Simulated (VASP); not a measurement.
## Li2S: relaxation of cell and atoms with PBE

The system is Li2S.

```
Li S
1.0
     0.00000    2.83517    2.83517
     2.83517    0.00000    2.83517
     2.83517    2.83517    0.00000
Li S
2 1
Direct
  0.75000 0.75000 0.75000
  0.25000 0.25000 0.25000
  0.00000 0.00000 0.00000
```

The cell comes from a database or a generator and needn't be the stable form of this composition.

```yaml
Program: VASP 6.6.1
Task: relaxation of cell and atoms
Functional: PBE
Potentials_or_basis: VASP PAW PBE potentials, release 64 (Li_sv, S)
Cutoff: 600 eV
k_mesh: 8 × 8 × 8
Occupations: gaussian, width 0.02 eV
Spin: no spin polarisation
Dipole_correction: no
Further_INCAR_settings: ALGO = Normal; EDIFF = 1e-06; IBRION = 2; EDIFFG = -0.002; NSW = 100; ISIF = 3
```

The relaxed volume is 15.43 Å³/atom, the relaxed cell is a = 4.031 Å, b = 4.031 Å, c = 4.031 Å, α = 60.00°, β = 60.00°, γ = 60.00° and the space group after relaxing (to 0.05 Å) is Fm-3m (No. 225). The energy gained by relaxing is 0.5 meV/atom and the ionic steps are 4. The pressure after relaxing is 0.0 GPa. The band gap on the k mesh is 3.39 eV, indirect (least direct gap 4.27 eV).

Step by step:
```
step  energy change (eV)  largest force (eV/Å)  pressure (GPa)  volume (Å³)
   1              0.0000                0.0000            0.67        45.58
   2             -0.0012                0.0000            0.26        46.00
   3             -0.0015                0.0000            0.03        46.26
   4             -0.0015                0.0000            0.02        46.30
```

Final structure:
```
CELL_PARAMETERS angstrom
0.00000 2.85000 2.85000
2.85000 0.00000 2.85000
2.85000 2.85000 0.00000
ATOMIC_POSITIONS crystal
Li 0.75000 0.75000 0.75000
Li 0.25000 0.25000 0.25000
S 0.00000 0.00000 0.00000
```

Levels at points of the mesh, in eV from the valence-band top:
| k point | band 3 | band 4 | band 5 | band 6 | band 7 | band 8 | band 9 | band 10 |
| --- | --- | --- | --- | --- | --- | --- | --- | --- |
| (0.00, 0.00, 0.00) | -11.02 | 0.00 | 0.00 | 0.00 | 4.27 | 6.23 | 6.23 | 6.23 |
| (0.50, 0.00, 0.00) | -10.59 | -2.87 | -0.51 | -0.51 | 6.11 | 6.57 | 6.57 | 8.41 |
| (0.50, 0.50, 0.00) | -10.46 | -2.16 | -1.42 | -1.42 | 3.39 | 7.09 | 11.08 | 11.08 |

Wall time 14 s on 1 thread of Intel(R) Xeon(R) 6975P-C (Granite Rapids), with other jobs on the host, peak memory 0.17 GiB.

Caveat: the cutoff is under 1.25 times the usual one of these potentials, so pressure, stress and relaxed cells hold a basis-set (Pulay) error. A k mesh can miss the band edges.
